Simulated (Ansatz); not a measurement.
Here is an Ansatz 0.2.0 calculation.

The input input.yaml:

```yaml
crystal:
  lattice:
    - [0.0, 2.454822, 2.454822]
    - [2.454822, 0.0, 2.454822]
    - [2.454822, 2.454822, 0.0]
  atoms:
    - { symbol: Hf, position: [-0.001531, -0.002943, -0.0034] }
    - { symbol: "N", position: [0.263783, 0.242806, 0.239363] }
kpoints:
  mp_grid: { grid: [9, 9, 9] }
scf:
  occupations: { method: fermi_dirac, width: 0.05 }
hamiltonian:
  xc: pbesol
  pseudopotentials: { kind: all_electron, lapw: { basis_error: 0.001 } }
output:
  forces: true
  stress: true
  eigenvalues: true
  populations: true
```

Potentials or basis: all-electron LAPW, scalar-relativistic.

Run with:

```sh
$ ansatz run input.yaml --threads 1 --pin off --max-ram 3072MiB --backend cpu --events-out ev --progress --plain --runs-dir out
```

Question: What does it give for the pressure?

Answer: -4.8 GPa.

Question: Predict the largest force.

Answer: 0.553 eV/Å.

Question: What does it give for the Loewdin charges?

Answer: Hf +0.78; N -0.69 e.

Stress tensor (GPa, compression positive):
```
-4.80 -1.53 -1.18
-1.53 -4.79  1.59
-1.18  1.59 -4.80
```

The run has no spin-orbit coupling, so splittings on Hf are missing.
